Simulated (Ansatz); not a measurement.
**Band structure of Hf**

```yaml
crystal:
  lattice:
    - [-1.77360, 1.77360, 1.77360]
    - [1.77360, -1.77360, 1.77360]
    - [1.77360, 1.77360, -1.77360]
  atoms:
    - { symbol: Hf, position: [0.00000, 0.00000, 0.00000] }
```

The conventional cell has a = 3.547 Å, b = 3.547 Å, c = 3.547 Å, α = 90.00°, β = 90.00°, γ = 90.00°. Around Hf (atom 1) lie 8 Hf at 3.07 Å.

The cell was built from the bcc type and relaxed in the same program, and has space group Im-3m; it needn't be a known or the stable phase.

Spin–orbit coupling is left out, though it moves levels of the heavy atoms by tenths of an eV or more.

Theory: Ansatz 0.2.0, DFT, PBE, all-electron LAPW, scalar-relativistic.

Numerical set-up: a Γ-centred 16×16×16 k mesh, Fermi–Dirac smearing of 0.08 eV, basis error target 0.5 meV/atom, no spin polarisation.

Points in fractions of the reciprocal vectors of this cell: Γ (0, 0, 0), H (0.5, -0.5, 0.5), N (0, 0, 0.5), P (0.25, 0.25, 0.25). The path joins them by straight lines in the order Γ–H–N–Γ–P–H–P–N; legs that retrace an earlier one aren't tabulated. Energies are in eV from the Fermi level.

Question: Is there a gap?

Answer: none: bands cross the Fermi level, a metal.

Question: List the levels between -14 and 2.5 eV at the symmetry points.

Answer: 
Γ: -11.50 (×3), -11.43 (×3), -11.40, -7.03, 1.53 (×3)
H: -11.52, -11.47 (×3), -11.42 (×3), -2.58 (×2)
N: -11.49, -11.48 (×2), -11.45, -11.43 (×2), -11.42, -3.38, -0.50, 1.07
P: -11.47, -11.46 (×3), -11.45 (×3), -0.65 (×3)
